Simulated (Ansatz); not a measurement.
A run of Ansatz 0.2.0:

The input input.yaml:

```yaml
crystal:
  lattice:
    - [3.836, 0.0, 0.0]
    - [-1.918, 3.3220734489, 0.0]
    - [0.0, 0.0, 4.948]
  atoms:
    - { symbol: Ni, position: [0.6666666667, 0.3333333333, 0.75], spin: 1.0 }
    - { symbol: Ni, position: [0.3333333333, 0.6666666667, 0.25], spin: 1.0 }
    - { symbol: Ni, position: [0.0, 0.0, 0.5], spin: 1.0 }
    - { symbol: Ni, position: [0.0, 0.0, 0.0], spin: 1.0 }
    - { symbol: Si, position: [0.6666666667, 0.3333333333, 0.25] }
    - { symbol: Si, position: [0.3333333333, 0.6666666667, 0.75] }
hamiltonian:
  xc: revpbe
  pseudopotentials: { kind: paw }
  dispersion: d4
magnetization:
  spin_polarized: true
kpoints:
  mp_grid: { grid: [8, 8, 6] }
scf:
  occupations: { method: fermi_dirac, width: 0.05 }
output:
  forces: true
  stress: true
  eigenvalues: true
relax:
  f_tol: 0.01
  max_steps: 40
  cell: { stress_tol: 0.05 }
```

Potentials or basis: Ansatz PAW.

Launch:

```console
$ ansatz run input.yaml --threads 2 --pin off --max-ram 5632MiB --backend cpu --events-out ev --progress --plain --runs-dir out
```

Hardware: 2 threads of Intel(R) Xeon(R) Processor @ 2.70GHz (shared host).

Problem. Estimate the wall time of this run.

Solution. Run time: 70 s on 2 threads of Intel(R) Xeon(R) Processor @ 2.70GHz (shared host), peak memory 0.55 GiB. Counts: scf iterations 52, plane waves 1253, k points 40, bands 51, ion steps 5.
